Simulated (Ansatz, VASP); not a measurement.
**W in VASP and in Ansatz**

```
W
1.0
     0.00000    2.08390    2.00858
     2.00858    0.00000    2.00858
     2.00858    2.08390    0.00000
W
1
Direct
  0.00000 0.00000 0.00000
```

Change from the starting cell: strain +0.0375 x Voigt [0, 1, 0, 0, 0, 0], atoms carried along.

Alike in both runs: task single point; functional r2SCAN; k mesh 26 × 26 × 26; occupations gaussian, width 0.15 eV; no spin polarisation.

|  | VASP | Ansatz |
| --- | --- | --- |
| version | VASP 6.6.1 | Ansatz 0.2.0 |
| potentials or method | VASP PAW PBE potentials, release 64 (W_sv) | scalar-relativistic, plane waves, PAW |
| plane-wave cutoff (eV) | 520 | 500 |
| valence electrons in the cell | 14 | 14 |

```tsv
	VASP	Ansatz	Ansatz less VASP
gap on the k mesh at the Fermi level (eV)	none	none	-
pressure (GPa)	-9.3	-10.2	-0.95
largest component of the traceless stress (GPa)	8.06	8.02	-0.042
```

A gap of «none» marks a metal or a gap that the smearing closes. With one functional, cell and mesh, what is left measures potentials, basis and numerics.

Caveats: the PAW data sets were made with another functional, which shifts forces and pressure a little (VASP). Spin-orbit coupling is left out, which matters for the levels of W.
